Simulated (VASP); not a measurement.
# La2O3 (P-3m1) in VASP: settings compared, part 2 of 2

VASP 6.6.1. The steps go on from the part before.

**5. Single point, PBEsol**

The input, INCAR:

```
SYSTEM = La2O3
  PREC = Accurate
  ENCUT = 900
  EDIFF = 1E-6
  ISMEAR = 0
  SIGMA = 0.02
  LREAL = .False.
  LASPH = .True.
  NELM = 60
  ALGO = Normal
  ISIF = 2
  LWAVE = .False.
  LCHARG = .False.
  GGA = PS
  NBANDS = 28
```

The input, KPOINTS:

```
regular mesh
0
Gamma
  9 9 4
  0 0 0
```

The input, POSCAR:

```
La2O3
1.0
    3.9035800000      0.0000000000      0.0000000000
   -1.9517900000      3.3806000000      0.0000000000
    0.0000000000      0.0000000000      6.0320500000
La O
2 3
Direct
    0.6666700000      0.3333300000      0.7547500000
    0.3333300000      0.6666700000      0.2452500000
    0.6666700000      0.3333300000      0.3539600000
    0.3333300000      0.6666700000      0.6460400000
    0.0000000000      0.0000000000      0.0000000000
```

Potentials or basis: VASP PAW PBE potentials, release 64 (La, O_h).

The run is started by

```sh
$ cat potpaw_PBE.64/La/POTCAR potpaw_PBE.64/O_h/POTCAR > POTCAR
$ mpirun -np 1 vasp_std > vasp.out
```

OUTCAR:

```text
SYSTEM = La2O3
   PREC = Accurate
   ENCUT = 900
   EDIFF = 1E-6
   ISMEAR = 0
   LREAL = .False.
   LASPH = .True.
   NELM = 60
   ISIF = 2
   GGA = PS

 ion  position               nearest neighbor table
   1  0.667  0.333  0.755-   4 2.35   4 2.35   4 2.35   3 2.42
   2  0.333  0.667  0.245-   3 2.35   3 2.35   3 2.35   4 2.42
   3  0.667  0.333  0.354-   2 2.35   2 2.35   2 2.35   1 2.42
   4  0.333  0.667  0.646-   1 2.35   1 2.35   1 2.35   2 2.42
   5  0.000  0.000  0.000-

[... 942 lines left out ...]

 [... further k-points ...]
[... 5 lines left out ...]
  --------------------------------------------------------------------------------------
  -------------------------------------------------------------------------------------
  Total       -0.1061248     -0.1055541     -0.0861913      0.0004943     -0.0124618      0.0215844
  in kB       -2.1360225     -2.1245343     -1.7348113      0.0099497     -0.2508233      0.4344399
  external PRESSURE =      -1.9984560 kB  Pullay stress =       0.0000000 kB

 VOLUME and BASIS-vectors are now :
 -----------------------------------------------------------------------------
  energy-cutoff  :      900.00
  volume of cell :       79.60
      direct lattice vectors                 reciprocal lattice vectors
     3.903580000  0.000000000  0.000000000     0.256175101  0.147902739  0.000000000
    -1.951790000  3.380600000  0.000000000     0.000000000  0.295805478  0.000000000
     0.000000000  0.000000000  6.032050000     0.000000000  0.000000000  0.165781119

 POSITION                                       TOTAL-FORCE (eV/Angst)
 -----------------------------------------------------------------------------------
      1.95181      1.12686      4.55269        -0.000219      0.000126     -0.005921
     -0.00002      2.25374      1.47936         0.000219     -0.000126      0.005921
      1.95181      1.12686      2.13510        -0.000251      0.000145     -0.003101
     -0.00002      2.25374      3.89695         0.000251     -0.000145      0.003101
      0.00000      0.00000      0.00000         0.000000      0.000000      0.000000
 -----------------------------------------------------------------------------------
    total drift:                               -0.000000     -0.000000      0.000000

  FREE ENERGIE OF THE ION-ELECTRON SYSTEM (eV)
  ---------------------------------------------------
  free  energy   TOTEN  =       -43.7297204326 eV

  energy  without entropy=      -43.7297204326  energy(sigma->0) =      -43.72972043
```

stdout:

```text
POSCAR found type information on POSCAR LaO
 POSCAR found :  2 types and       5 ions
 scaLAPACK will be used
 -----------------------------------------------------------------------------
|                                                                             |
|                                                                             |
|     You enforced a specific xc type in the INCAR file but a different       |
|     I HOPE YOU KNOW WHAT YOU ARE DOING!                                     |
|                                                                             |
 -----------------------------------------------------------------------------

 LDA part: xc-table for (Slater+PW92), standard interpolation
 POSCAR, INCAR and KPOINTS ok, starting setup
 FFT: planning ... GRIDC
 FFT: planning ... GRID_SOFT
 FFT: planning ... GRID
 WAVECAR not read
 entering main loop
```

Wall time 6.2 min (1 thread of Intel Xeon 6975P-C (Granite Rapids), shared host); peak memory 0.63 GiB.

What came out:

```yaml
Free_energy: -43.7297 eV
Pressure: -0.2 GPa
Largest_force: 0.006 eV/Å
Band_gap_on_the_k_mesh: 3.80 eV, indirect (least direct gap 3.87 eV)
```

Forces on the atoms (eV/Å):
```
La   0.000  0.000 -0.006
La   0.000  0.000  0.006
O    0.000  0.000 -0.003
O    0.000  0.000  0.003
O    0.000  0.000  0.000
```

Levels at points of the mesh, in eV from the valence-band top:
```csv
k point,band 16,band 17,band 18,band 19,band 20,band 21,band 22,band 23,band 24,band 25
"(0.00, 0.00, 0.00)",-2.12,-1.75,-0.42,-0.42,-0.14,4.34,4.60,4.60,5.28,5.59
"(0.00, 0.00, 0.50)",-1.96,-1.05,-0.85,-0.31,-0.31,4.79,4.79,4.81,5.12,5.60
```

Caveat: the cutoff is under 1.25 times the usual one of these potentials, so pressure, stress and relaxed cells hold a basis-set (Pulay) error; the PAW data sets were made with another functional, which shifts forces and pressure a little; spin-orbit coupling is left out, which moves the levels of the heavy elements; an odd mesh through Γ misses points on the zone boundary, where band edges often lie.

**6. Single point, r2SCAN**

INCAR, as its differences from that of step 5:

```diff
@@ -2,3 +2,3 @@
   PREC = Accurate
-  ENCUT = 900
+  ENCUT = 520
   EDIFF = 1E-6
@@ -13,3 +13,4 @@
   LCHARG = .False.
-  GGA = PS
+  METAGGA = R2SCAN
+  LMIXTAU = .True.
   NBANDS = 28
```

KPOINTS is that of step 5.

POSCAR is that of step 5.

Potentials or basis: VASP PAW PBE potentials, release 64 (La, O).

The run is started by

```sh
$ cat potpaw_PBE.64/La/POTCAR potpaw_PBE.64/O/POTCAR > POTCAR
$ mpirun -np 1 vasp_std > vasp.out
```

It took 10 min on 1 thread of Intel Xeon 6975P-C (Granite Rapids), shared host; peak memory 0.35 GiB.

Results (log left out):

- Free energy: -96.0295 eV
- Pressure: 3.8 GPa
- Largest force: 0.124 eV/Å
- Band gap on the k mesh: 4.26 eV, indirect (least direct gap 4.36 eV)

Forces in eV/Å, atoms in the order of the input:
```
La   0.000  0.000  0.124
La   0.000  0.000 -0.124
O    0.000  0.000 -0.023
O    0.000  0.000  0.023
O    0.000  0.000  0.000
```

Stress tensor (GPa, compression positive):
```
3.88 0.00 0.00
0.00 3.88 0.00
0.00 0.00 3.58
```

Levels at points of the mesh, in eV from the valence-band top:
```
           k point  band 17  band 18  band 19  band 20  band 21  band 22  band 23  band 24
(0.00, 0.00, 0.00)    -1.71    -0.42    -0.42    -0.15     4.88     5.15     5.15     5.96
(0.00, 0.00, 0.50)    -1.03    -0.82    -0.31    -0.31     5.33     5.33     5.33     5.68
```

Caveat: the PAW data sets were made with another functional, which shifts forces and pressure a little; spin-orbit coupling is left out, which moves the levels of the heavy elements; an odd mesh through Γ misses points on the zone boundary, where band edges often lie. r2SCAN opens gaps a little over a GGA but as a rule still falls short of measured ones.

**7. The runs side by side**

| level | potentials or basis | k mesh | cutoff (eV) | smearing | gap on the mesh (eV) | pressure (GPa) | largest force (eV/Å) |
| --- | --- | --- | --- | --- | --- | --- | --- |
| PBEsol | VASP PAW PBE potentials, release 64 (La, O) | 9 × 9 × 4 | 700 | gaussian 0.02 eV | 3.80 | 0.1 | - |
| PBEsol | VASP PAW PBE potentials, release 64 (La, O) | 12 × 12 × 6 | 520 | gaussian 0.02 eV | 3.78 | 0.1 | - |
| PBEsol | VASP PAW PBE potentials, release 64 (La, O) | 9 × 9 × 4 | 520 | gaussian 0.5 eV | 3.80 | 0.1 | - |
| PBEsol | VASP PAW PBE potentials, release 64 (La, O_h) | 9 × 9 × 4 | 900 | gaussian 0.02 eV | 3.80 | -0.2 | 0.01 |
| r2SCAN | VASP PAW PBE potentials, release 64 (La, O) | 9 × 9 × 4 | 520 | gaussian 0.02 eV | 4.26 | 3.8 | 0.12 |

Alike in all rows: task single point; no spin polarisation; cell as given.

Caveats: the PAW data sets were made with another functional, which shifts forces and pressure a little; spin-orbit coupling is left out, which moves the levels of the heavy elements; an odd mesh through Γ misses points on the zone boundary, where band edges often lie (some runs); the cutoff is under 1.25 times the usual one of these potentials, so pressure, stress and relaxed cells hold a basis-set (Pulay) error (some runs).

Total energies depend on the potentials used, so only differences within one code and one set of settings carry meaning.
